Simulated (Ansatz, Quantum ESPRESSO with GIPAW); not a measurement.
# K3ScF6: which site gives which 39K line?

The values are calculated: DFT, PBEsol, plane-wave PAW (pslibrary 1.0.0 recipes), scalar-relativistic, GIPAW shieldings (Quantum ESPRESSO with GIPAW, a patched development version). Shieldings are without the macroscopic shape term, which is common to all sites.

```xyz
10
Lattice="0.0000 4.4720 4.4720 4.4720 0.0000 4.4720 4.4720 4.4720 0.0000" Properties=species:S:1:pos:R:3 pbc="T T T"
Sc    0.0000    0.0000    0.0000
K     4.4720    4.4720    4.4720
K     2.2360    2.2360    2.2360
K     6.7080    6.7080    6.7080
F     4.4720    4.4720    6.9415
F     4.4720    6.9415    4.4720
F     4.4720    2.0026    4.4720
F     6.9415    4.4720    4.4720
F     4.4720    4.4720    2.0026
F     2.0026    4.4720    4.4720
```

The cell is a computed entry of the Materials Project; it need not be the form that is stable at ambient conditions. The coordinates shown are those after relaxation (atoms and cell relaxed).

The K sites:

```csv
site,atom no.,atoms in cell,site symmetry,surroundings,bonds (Å)
K(1),2,1,m-3m,KF6,2.469
K(2),3,2,-43m,KF12,3.171
```

The lines to be assigned:

```csv
line,σ_iso (ppm),relative area,span (ppm),skew
A,1256.2,2,0.0,-
B,1149.5,1,0.0,-
```

Simulated spectrum: 39K fast MAS, 7.05 T (14.0 MHz), lines broadened by 3 ppm; the axis counts ppm from the isotropic position of the most shielded site, as −Δσ; rigid lattice, with dipolar and J couplings and satellite transitions left out.

offset (ppm), intensity and a bar:
```
    122.9       0.00 
    118.6       0.00 
    114.3       0.00 
    110.0       0.03 #
    106.7       0.50 ###############
    106.0       0.43 #############
    101.7       0.01 
     97.4       0.00 
     93.4       0.00 
     89.1       0.00 
     84.7       0.00 
     80.8       0.00 
     76.4       0.00 
     72.1       0.00 
     67.8       0.00 
     63.8       0.00 
     59.5       0.00 
     55.2       0.00 
     51.2       0.00 
     46.9       0.00 
     42.5       0.00 
     38.6       0.00 
     34.2       0.00 
     29.9       0.00 
     25.6       0.00 
     21.6       0.00 
     17.3       0.00 
     13.0       0.00 
      9.0       0.01 
      4.7       0.02 #
      0.3       0.96 #############################
      0.0       1.00 ##############################
     -3.6       0.05 #
     -8.0       0.01 
    -12.3       0.00 
    -16.3       0.00
```

Most prominent maxima (ppm: height): 106.7: 0.50, 0.0: 1.00.

Assign each line to a crystallographic site.

By the calculation: A is K(2) (KF12); B is K(1) (KF6). The areas settle A and B, whose multiplicities are unique.

[Banner, clock, file and message-heading lines were taken out of the pw.x and gipaw.x logs.]

[Logs are printed without paths, hosts, clocks, repeated set-up lines and the standing remarks that a program may print on its own settings, such as how far it seeks lower states.]

[Hosts, paths, dates, database ids (printed as entryN), source tags and the programs' standing remarks are cut or masked in the printed files.]
